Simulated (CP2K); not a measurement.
Crystal: La2O3.

```xyz
5
Lattice="6.3703 0.0000 0.0000 -3.1851 5.5168 0.0000 0.0000 0.0000 3.2899" Properties=species:S:1:pos:R:3 pbc="T T T"
La    3.1851    1.8389    1.6387
La    0.0000    3.6779    1.6512
O     3.2145    0.0000    0.0000
O    -1.6072    2.7838    0.0000
O     1.5779    2.7330    0.0000
```

The cell comes from a database or a generator and needn't be the stable form of this composition.

Base run:

```yaml
Program: CP2K 2026.2
Functional: TASK
Potentials_or_basis: GTH_POTENTIALS La GTH-PBE-q11; POTENTIAL_UZH O GTH-PBE-q6; DZVP-MOLOPT-SR-GTH, DZVP-MOLOPT-PBE-GTH basis
Density_cutoff: 11565 eV
k_mesh: 5 × 5 × 8
Occupations: fermi-dirac, width 0.05 eV
Spin: no spin polarisation
```

Its results: band gap on the k mesh 2.53 eV, indirect (least direct gap 2.91 eV); pressure 8.9 GPa; largest force 0.025 eV/Å.

Task: The run is repeated on the same cell with these changes: functional from TASK to WC. What comes out?

Result: Band gap on the k mesh 1.48 eV, indirect (least direct gap 1.85 eV); pressure -0.8 GPa; largest force 0.043 eV/Å.

TASK gives the wider gap, since meta-GGAs in the generalised Kohn-Sham scheme recover part of the derivative discontinuity.

Caveats: the potentials were made for another functional, which shifts forces and pressure; spin-orbit coupling is left out, which moves the levels of the heavy elements; an odd mesh through Γ misses points on the zone boundary, where band edges often lie; the basis of atomic orbitals isn't converged, which shifts pressures, moduli and gaps.
